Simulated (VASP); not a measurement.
Here is a VASP 6.6.1 calculation.

INCAR

```
SYSTEM = Se
  PREC = Accurate
  ENCUT = 520
  EDIFF = 1E-7
  ISMEAR = 0
  SIGMA = 0.1
  LREAL = .FALSE.
  LASPH = .TRUE.
  NELM = 60
  ALGO = Normal
  ISIF = 3
  LWAVE = .FALSE.
  LCHARG = .FALSE.
  GGA = PS
  IBRION = 2
  NSW = 80
  EDIFFG = -0.002
  PSTRESS = 1250.0
```

The input KPOINTS:

```
regular mesh
0
G
  6 6 6
  0 0 0
```

The input POSCAR:

```
Se                                      
1.0
    1.9194031371      1.1081679241      0.9290575893
   -1.9194031371      1.1081679241      0.9290575893
    0.0000000000     -2.2163358483      0.9290575893
  Se            
     1
Direct
     0.0000000000000000    0.0000000000000000    0.0000000000000000
```

Potentials or basis: VASP PAW PBE potentials, release 64 (Se).

Launch:

```sh
$ cat potpaw_PBE.64/Se/POTCAR > POTCAR
$ mpirun -np 1 vasp_std > vasp.out
```

(1) What does it give for the band gap on the k mesh?

## Answers

(1) none (metal or under the smearing width).

Caveat: the k mesh is coarse (spacing up to 0.49 Å⁻¹), so the values aren't converged.
